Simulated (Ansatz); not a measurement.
# Property card for MnSi

Method: Ansatz, DFT PBE, scalar-relativistic, plane waves, PAW.

Settings: cutoff 420 eV, Γ-centred mesh 8×8×8 on the computed 8-atom cell, Gaussian smearing of 0.10 eV; collinear spin from starting moments 1.1 1.1 1.1 1.1 0.0 0.0 0.0 0.0 μB.

The structure is relaxed at this level of theory with its symmetry kept, and needn't be the ground state of this composition.

```
Mn Si
1.0
     4.51758    0.00000    0.00000
     0.00000    4.51758    0.00000
     0.00000    0.00000    4.51758
Mn Si
4 4
Direct
  0.13644 0.13644 0.13644
  0.36356 0.86356 0.63644
  0.63644 0.36356 0.86356
  0.86356 0.63644 0.36356
  0.84529 0.84529 0.84529
  0.65471 0.15471 0.34529
  0.34529 0.65471 0.15471
  0.15471 0.34529 0.65471
```

| Property | Result |
| --- | --- |
| Space group | P2_13 (No. 198) |
| Volume per atom | 77.8 bohr³ |
| Formation energy from the elements' standard states (uncorrected) | -0.452 eV/atom |
| Kohn–Sham band gap | none (metal) |
| Density of states at the Fermi level | 3.6 states/eV per cell |
| Orbital (Löwdin) character within 0.5 eV of the Fermi level | Mn 3d 90 % |
| Bulk modulus | 206 GPa |
| Its pressure derivative | 4.1 |
| Bader charge by site (e) | Mn (4 in the cell) 0.03, Si (4 in the cell) -0.03 |
| Total moment | 3.92 μB per cell |
| Moment by site (μB) | Mn1 0.99, Mn2 0.99, Mn3 0.99, Mn4 0.99 |

Only this magnetic start was tried.

It was relaxed from a cell as deposited in COD. Löwdin shares on free-atom orbitals overweight diffuse shells.
